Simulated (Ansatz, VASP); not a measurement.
N in VASP and in Ansatz

The input INCAR:

```
SYSTEM = N
ALGO = Normal ; EDIFF = 1E-6
ENCUT = 520 ; GGA = PE
ISIF = 2 ; ISMEAR = 0
LASPH = .TRUE. ; LCHARG = .FALSE.
LREAL = .FALSE. ; LWAVE = .FALSE.
NBANDS = 8 ; NELM = 100
PREC = Accurate ; SIGMA = 0.1
```

File KPOINTS:

```
k-points
0
G
  22 22 22
  0 0 0
```

Contents of POSCAR:

```
N
1.0
    0.0000000000      1.5432582495      1.5432582495
    1.5432582495      0.0000000000      1.5432582495
    1.5432582495      1.5432582495      0.0000000000
N
1
Direct
    0.0000000000      0.0000000000      0.0000000000
```

Input for Ansatz:

```yaml
crystal:
  lattice:
    - [0.0, 1.5432582495, 1.5432582495]
    - [1.5432582495, 0.0, 1.5432582495]
    - [1.5432582495, 1.5432582495, 0.0]
  atoms:
    - { symbol: "N", position: [0.0, 0.0, 0.0] }
basis:
  ecutwfc: 420
kpoints:
  mp_grid: { grid: [22, 22, 22] }
hamiltonian:
  xc: pbe
scf:
  occupations: { method: gaussian, width: 0.1 }
output:
  forces: true
  stress: true
  eigenvalues: true
```

Alike in both runs: task single point; functional PBE; k mesh 22 × 22 × 22; occupations gaussian, width 0.1 eV; no spin polarisation.

|  | VASP | Ansatz |
| --- | --- | --- |
| version | VASP 6.6.1 | Ansatz 0.2.0 |
| potentials or method | VASP PAW PBE potentials, release 64 (N) | scalar-relativistic, plane waves, PAW |
| plane-wave cutoff (eV) | 520 | 420 |
| valence electrons in the cell | 5 | 5 |

```csv
,VASP,Ansatz,Ansatz less VASP
gap on the k mesh at the Fermi level (eV),none,none,-
pressure (GPa),6.2,6.4,+0.21
```

A gap of «none» marks a metal or a gap that the smearing closes.
